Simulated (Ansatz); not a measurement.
Theory: DFT PBE, scalar-relativistic, plane waves, PAW (Ansatz 0.2.0). All cells share a 420 eV cutoff and Γ-centred k meshes spaced at most about 0.3 Å⁻¹ (about 0.25 or finer for metals, 2π included). No spin polarisation.

Each guess is relaxed in cell and atoms at zero pressure, on a coarse mesh first where it starts far from rest and then on a converged one. The steps can't lower the symmetry of the start, but it can rise. Energies are static (0 K, no zero-point motion).

Two unrelaxed guesses for Sn₃Ge₂:

A.

```xyz
5
Lattice="0.0000 2.3398 11.6988 2.2428 0.0000 11.6988 2.2428 2.3398 0.0000" Properties=species:S:1:pos:R:3 pbc="T T T"
Sn    2.2428    2.3398    4.6795
Sn    2.2428    2.3398   18.7181
Sn    0.0000    0.0000    0.0000
Ge    2.2428    2.3398   14.0386
Ge    2.2428    2.3398    9.3591
```

B.

```xyz
5
Lattice="2.3519 -2.2206 0.0000 2.3519 2.2206 0.0000 -2.0228 0.0000 11.7549" Properties=species:S:1:pos:R:3 pbc="T T T"
Sn    0.0000    0.0000    0.0000
Sn    0.2632    0.0000    9.4039
Sn    2.4177    0.0000    2.3510
Ge    2.5493    0.0000    7.0529
Ge    0.1316    0.0000    4.7020
```

**Question.** Which guess leads to the lower structure, and by how much?

**Answer.** B ends lower, by 14 meV/atom. A: Fmmm at 24.6 Å³/atom → I4/mmm at 24.5 Å³/atom; B: C2/m at 24.6 Å³/atom → I4/mmm at 24.4 Å³/atom. Counting Ge atoms around Sn (those within 1.25 times the shortest such distance or 1.15 times the sum of covalent radii, 1.27 where that leaves under three; the shortest distance is added where it exceeds 1.18 times the sum of covalent radii; a slash parts the counts of unlike sites), the end of A has Sn 4 from 3.1 Å/8 from 3.2 Å and the end of B has Sn 2 from 4.4 Å/4+1 from 3.2 Å. End of A. Conventional cell: a = 3.452 Å, c = 20.531 Å. Sn on a site of symmetry 4mm has 4 Ge at 3.10 Å, 8 Sn at 3.45 Å and 1 Sn at 3.91 Å; Sn on a site of symmetry 4/mmm has 8 Ge at 3.16 Å, 4 Sn at 3.45 Å and 2 Sn at 3.91 Å; around Ge lie 8 Sn at 3.10–3.16 Å and 4 Ge at 3.45 Å. End of B. Conventional cell: a = 3.464 Å, c = 20.329 Å. Sn on a site of symmetry 4mm has 4 Ge at 3.18 Å, 8 Sn at 3.38–3.46 Å and 1 Ge at 3.47 Å; around Sn on a site of symmetry 4/mmm lie 12 Sn at 3.38–3.46 Å; Ge has 4 Ge at 2.84 Å, 4 Sn at 3.18 Å, 4 Ge at 3.46 Å and 1 Sn at 3.47 Å.

Ends held by symmetry can be saddle points. Even the lowest of the cells shown lies +0.17 eV/atom against the elements. The k mesh leaves some 4 meV/atom of noise in the energy of each metallic cell. Some types were kept out of the candidates beforehand, so the set may lack a known form.
